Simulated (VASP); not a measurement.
# C in VASP: single point with LDA

Aim: the single point of C with LDA.

All numbers are computed with VASP 6.6.1; they aren't measurements. Logs are shortened: lines on timing, memory, paths and dates and some standing lists are left out, and cuts for length are marked.

## 1. Starting point

The cell holds a slab with vacuum, 8 atoms: a = 4.889 Å, b = 4.889 Å, c = 21.132 Å, α = 90.00°, β = 90.00°, γ = 120.00°.

The cell was built by a generator and needn't be a form met in nature.

## 2. Single point, LDA

Contents of INCAR:

```
SYSTEM = C
  ALGO = Fast
  DIPOL = 0.5 0.5 0.647
  EDIFF = 1E-6
  ENCUT = 520
  GGA = CA
  IDIPOL = 3
  ISIF = 2
  ISMEAR = 0
  LASPH = .True.
  LCHARG = .False.
  LDIPOL = .True.
  LREAL = .False.
  LWAVE = .False.
  NBANDS = 26
  NELM = 100
  PREC = Accurate
  SIGMA = 0.04
```

Contents of KPOINTS:

```
k-points
0
Gamma
  9 9 1
  0 0 0
```

Contents of POSCAR:

```
C
1.0
    4.8889137446      0.0000000000      0.0000000000
   -2.4444568723      4.2339234998      0.0000000000
    0.0000000000      0.0000000000     21.1324354533
C
8
Direct
    0.8327666095     -0.0009732433      0.6475401233
    0.8329268138      0.5005667238      0.6475401233
    0.3333333333      0.0000000000      0.6452461209
    0.3343065767      0.5004065195      0.6475401233
   -0.0009732433      0.8327666095      0.6475401233
    0.0000000000      0.3333333333      0.6452461209
    0.5005667238      0.8329268138      0.6475401233
    0.5004065195      0.3343065767      0.6475401233
```

Potentials or basis: VASP PAW LDA potentials, release 64 (C).

Started as:

```console
> cat potpaw_LDA.64/C/POTCAR > POTCAR
> mpirun -np 1 vasp_std > vasp.out
```

OUTCAR:

```text
SYSTEM = C
   EDIFF = 1E-6
   ENCUT = 520
   GGA = CA
   ISIF = 2
   ISMEAR = 0
   LASPH = .True.
   LREAL = .False.
   NELM = 100
   PREC = Accurate

 ion  position               nearest neighbor table
   1  0.833  0.999  0.648-   7 1.41   5 1.41   6 1.42
   2  0.833  0.501  0.648-   5 1.41   8 1.41   6 1.42
   3  0.333  0.000  0.645-   5 1.42   7 1.42   8 1.42
   4  0.334  0.500  0.648-   8 1.41   7 1.41   6 1.42
   5  0.999  0.833  0.648-   2 1.41   1 1.41   3 1.42
   6  0.000  0.333  0.645-   1 1.42   4 1.42   2 1.42
   7  0.501  0.833  0.648-   1 1.41   4 1.41   3 1.42
   8  0.500  0.334  0.648-   4 1.41   2 1.41   3 1.42

  LATTYP: Found a hexagonal cell.
 ALAT       =     4.8889137446
 C/A-ratio  =     4.3225216392

  Lattice vectors:

 A1 = (   4.8889137446,   0.0000000000,   0.0000000000)
 A2 = (  -2.4444568723,   4.2339234998,   0.0000000000)
 A3 = (   0.0000000000,   0.0000000000,  21.1324354533)

Analysis of symmetry for initial positions (statically):
=====================================================================
 Subroutine PRICEL returns:
 Original cell was already a primitive cell.

 Routine SETGRP: Setting up the symmetry group for a
 hexagonal supercell.

 Subroutine GETGRP returns: Found  6 space group operations
 (whereof  2 operations were pure point group operations)
 out of a pool of 24 trial point group operations.

The static configuration has the point symmetry C_1h.
 The point group associated with its full space group is C_3v.

Analysis of symmetry for dynamics (positions and initial velocities):
=====================================================================
 Subroutine PRICEL returns:
 Original cell was already a primitive cell.

 Routine SETGRP: Setting up the symmetry group for a
 hexagonal supercell.

 Subroutine GETGRP returns: Found  6 space group operations
 (whereof  2 operations were pure point group operations)
 out of a pool of 24 trial point group operations.

The dynamic configuration has the point symmetry C_1h.
 The point group associated with its full space group is C_3v.

 Subroutine INISYM returns: Found  6 space group operations
 (whereof  2 operations are pure point group operations),
 and found     1 'primitive' translations

----------------------------------------------------------------------------------------

                                     Primitive cell

  volume of cell :     437.4263
[... 101 lines left out ...]
   EMIN   =  10.00;   EMAX   =-10.00  energy-range for DOS
   EFERMI =   0.00;   METHOD = LEGACY
   ISMEAR =     0;   SIGMA  =   0.04  broadening in eV -4-tet -1-fermi 0-gaus
   EFERMI_NEDOS =   21; number of points for ismear=-14 and -15
   IALGO  =     68    algorithm
   IMIX   =      4    mixing-type and parameters
     AMIX     =   0.40;   BMIX     =  1.00
     AMIX_MAG =   1.60;   BMIX_MAG =  1.00
  volume/ion in A,a.u.               =      54.68       368.99
  Fermi-wavevector in a.u.,A,eV,Ry     =   0.684683  1.293864  6.378295  0.468791
  Thomas-Fermi vector in A             =   1.764407
   LORBIT       =      0    0 simple, 1 ext, 2 COOP (PROOUT), +10 PAW based schemes
   GGA     = CA    functional components
   LHFCALC =     F    Hartree Fock is set to
   AEXX    =    0.0000 exact exchange contribution
   IVDW    =     0    specifies the selected vdW correction
   LEPSILON=     F    determine dielectric tensor
   LRPA    =     F    only Hartree local field effects (RPA)
 non-spin polarized calculation
 RMM-DIIS sequential band-by-band and
 Gauss-broadening in eV      SIGMA  =   0.04
  energy-cutoff  :      520.00
  volume of cell :      437.43
 maximum number of plane-waves:     11817
   NGX = 19   NGY = 19   NGZ = 79

 dipolmoment           0.000000      0.000000      0.000005 electrons x Angstroem

 number of electron      31.9999992 magnetization

 dipolmoment           0.000000      0.000000     -0.000080 electrons x Angstroem

 Free energy of the ion-electron system (eV)
  ---------------------------------------------------
  ext. energy  EPLUGINS =         0.00000000
  ---------------------------------------------------
  free energy    TOTEN  =       -80.66106766 eV

  energy without entropy =      -80.65995322  energy(sigma->0) =      -80.66051044

 E-fermi :  -3.0104     XC(G=0):  -2.1158

 val. band max:       -3.0104239402   @ k =   0.3333   0.3333   0.0000
 cond. band min:      -3.0104239388   @ k =   0.3333   0.3333   0.0000
 fundamental gap:      0.0000000014
 Fermi energy:        -3.0104239394

 k-point     1 :       0.0000    0.0000    0.0000
  band No.  band energies     occupation
      1     -22.5150      2.00000
      2     -17.1570      2.00000
      3     -17.1570      2.00000
      4     -17.0611      2.00000
      5     -16.3608      2.00000
      6     -16.2996      2.00000
[... 337 lines left out ...]
     25       4.0126      0.00000
     26       7.0127      0.00000

------------------------ aborting loop because EDIFF is reached ----------------------------------------

 vacuum level on the upper side and lower side of the slab       (xc-potential included)        -0.184        -0.183

  FORCE on cell =-STRESS in cart. coord.  units (eV):
  Direction    XX          YY          ZZ          XY          YZ          ZX
  --------------------------------------------------------------------------------------
  -------------------------------------------------------------------------------------
  Total        0.5550124      0.5550124     -0.1178532      0.0000000      0.0000000      0.0000000
  in kB        2.0328639      2.0328639     -0.4316654      0.0000000      0.0000000      0.0000000
  external PRESSURE =       1.2113541 kB  Pullay stress =       0.0000000 kB

 VOLUME and BASIS-vectors are now :
 -----------------------------------------------------------------------------
  energy-cutoff  :      520.00
  volume of cell :      437.43
      direct lattice vectors                 reciprocal lattice vectors
     4.888913745  0.000000000  0.000000000     0.204544415  0.118093773  0.000000000
    -2.444456872  4.233923500  0.000000000     0.000000000  0.236187546  0.000000000
     0.000000000  0.000000000 21.132435453     0.000000000  0.000000000  0.047320622

 POSITION                                       TOTAL-FORCE (eV/Angst)
 -----------------------------------------------------------------------------------
      1.62925      4.22980     13.68410         0.036670      0.361363     -0.220281
      2.84849      2.11936     13.68410         0.294614     -0.212439     -0.220281
      1.62964      0.00000     13.63562        -0.000000     -0.000000      0.660842
      0.41117      2.11868     13.68410        -0.331285     -0.148924     -0.220281
      2.84849      3.52587     13.68410         0.294614      0.212439     -0.220281
     -0.81482      1.41131     13.63562        -0.000000      0.000000      0.660842
      0.41117      3.52655     13.68410        -0.331285      0.148924     -0.220281
      1.62925      1.41543     13.68410         0.036670     -0.361363     -0.220281
 -----------------------------------------------------------------------------------
    total drift:                                0.000000      0.000000      0.000298

  FREE ENERGIE OF THE ION-ELECTRON SYSTEM (eV)
  ---------------------------------------------------
  free  energy   TOTEN  =       -80.6610676646 eV

  energy  without entropy=      -80.6599532161  energy(sigma->0) =      -80.66051044

 vacuum level on the upper side and lower side of the slab         1.322         1.323
```

stdout:

```text
POSCAR found type information on POSCAR C
 POSCAR found :  1 types and       8 ions
 scaLAPACK will be used
 LDA part: xc-table for (Slater(with rela. corr.)+CA(PZ))
 , standard interpolation
 POSCAR, INCAR and KPOINTS ok, starting setup
 FFT: planning ... GRIDC
 FFT: planning ... GRID_SOFT
 FFT: planning ... GRID
 WAVECAR not read
 entering main loop
```

It took 2.3 min on 1 thread of Intel Xeon 6975P-C (Granite Rapids), shared host; peak memory 0.39 GiB.

Results:

| Item | Value |
| --- | --- |
| Free energy | -80.6611 eV |
| Largest force | 0.661 eV/Å |
| Band gap on the k mesh | none (metal or under the smearing width) |

Forces on the atoms (eV/Å):
```
C    0.037  0.361 -0.220
C    0.295 -0.212 -0.220
C    0.000  0.000  0.661
C   -0.331 -0.149 -0.220
C    0.295  0.212 -0.220
C    0.000  0.000  0.661
C   -0.331  0.149 -0.220
C    0.037 -0.361 -0.220
```

Levels at points of the mesh, in eV from the Fermi level:
| k point | band 14 | band 15 | band 16 | band 17 | band 18 | band 19 |
| --- | --- | --- | --- | --- | --- | --- |
| (0.00, 0.00, 0.00) | -2.42 | -2.42 | -2.36 | 1.57 | 1.66 | 1.66 |
